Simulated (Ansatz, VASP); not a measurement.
One calculation of Ga, two programs

```xyz
2
Lattice="2.9631 0.0000 0.0000 -1.4816 2.5661 0.0000 0.0000 0.0000 4.9614" Properties=species:S:1:pos:R:3 pbc="T T T"
Ga    0.0000    1.7108    1.2403
Ga    1.4816    0.8554    3.7210
```

Alike in both runs: functional PBE; k mesh 6 × 6 × 4; occupations gaussian, width 0.1 eV; no spin polarisation.

Ansatz relaxed the structure, and its values are those at the end. VASP's run is a single point on that final structure, the one shown.

```csv
,VASP,Ansatz
version,VASP 6.6.1,Ansatz 0.2.0
potentials or method,"VASP PAW PBE potentials, release 64 (Ga_d)","scalar-relativistic, plane waves, PAW"
plane-wave cutoff (eV),520,420
valence electrons in the cell,26,26
```

Ansatz gave:

```
gap on the k mesh at the Fermi level (eV) : none
pressure (GPa)                            : 0.0
```

Q: What did VASP give for the same quantities?

A: gap on the k mesh at the Fermi level (eV): none; pressure (GPa): 0.1.

A gap of «none» marks a metal or a gap that the smearing closes. The functional is the same, so the differences come from potentials, cutoffs and numerics.

Caveats: the k mesh is coarse (spacing up to 0.41 Å⁻¹), so the values aren't converged.
